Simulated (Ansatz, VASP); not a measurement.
# One calculation of Be, two programs

File INCAR:

```
  PREC = Accurate
  ENCUT = 520
  EDIFF = 1E-7
  ISMEAR = -1
  SIGMA = 0.1
  LREAL = F
  LASPH = T
  NELM = 100
  ALGO = Normal
  ISIF = 2
  LWAVE = F
  LCHARG = T
  GGA = RE
  LELF = T
  LVHAR = T
  NBANDS = 12
```

File KPOINTS:

```
regular mesh
0
Gamma
  18 18 5
```

POSCAR

```
Be
1.0
    2.2096446862      0.0000000000      0.0000000000
   -1.1048223431      1.9136084316      0.0000000000
    0.0000000000      0.0000000000      7.0289693747
Be
4
Direct
    1.0000000000      1.0000000000      1.0000000000
    1.0000000000      1.0000000000      0.5000000000
    0.3333333333      0.6666666667      0.2500000000
    0.6666666667      0.3333333333      0.7500000000
```

Input for Ansatz:

```yaml
crystal:
  lattice:
    - [2.2096446862, 0.0, 0.0]
    - [-1.1048223431, 1.9136084316, 0.0]
    - [0.0, 0.0, 7.0289693747]
  atoms:
    - { symbol: Be, position: [1.0, 1.0, 1.0] }
    - { symbol: Be, position: [1.0, 1.0, 0.5] }
    - { symbol: Be, position: [0.3333333333, 0.6666666667, 0.25] }
    - { symbol: Be, position: [0.6666666667, 0.3333333333, 0.75] }
hamiltonian:
  xc: revpbe
  pseudopotentials:
    kind: paw
    azcp:
      Be: "pseudopotentials/Be.paw.azcp"
basis:
  ecutwfc: 420
  fft_grid_basis: typed
kpoints:
  mp_grid: { grid: [18, 18, 5], shift: [0, 0, 0] }
magnetization:
  spin_polarized: false
scf:
  occupations: { method: fermi_dirac, width: 0.1 }
  lower_state_search: "off"
output:
  stress: true
  write_density: true
  write_potential: true
  elf: true
  volumetric_format: npy
```

Alike in both runs: task single point; functional revPBE; k mesh 18 × 18 × 5; occupations fermi-dirac, width 0.1 eV; no spin polarisation.

```csv
,VASP,Ansatz
version,VASP 6.6.1,Ansatz 0.2.0
potentials or method,"VASP PAW PBE potentials, release 64 (Be)","plane waves (420 eV) with PAW, scalar-relativistic"
plane-wave cutoff (eV),520,420
valence electrons in the cell,8,8
```

|  | VASP | Ansatz | Ansatz less VASP |
| --- | --- | --- | --- |
| pressure (GPa) | 11.4 | 11.3 | -0.06 |
| largest component of the traceless stress (GPa) | 1.62 | 1.60 | -0.024 |

Caveats: the PAW data sets were made with another functional, which shifts forces and pressure a little (VASP).
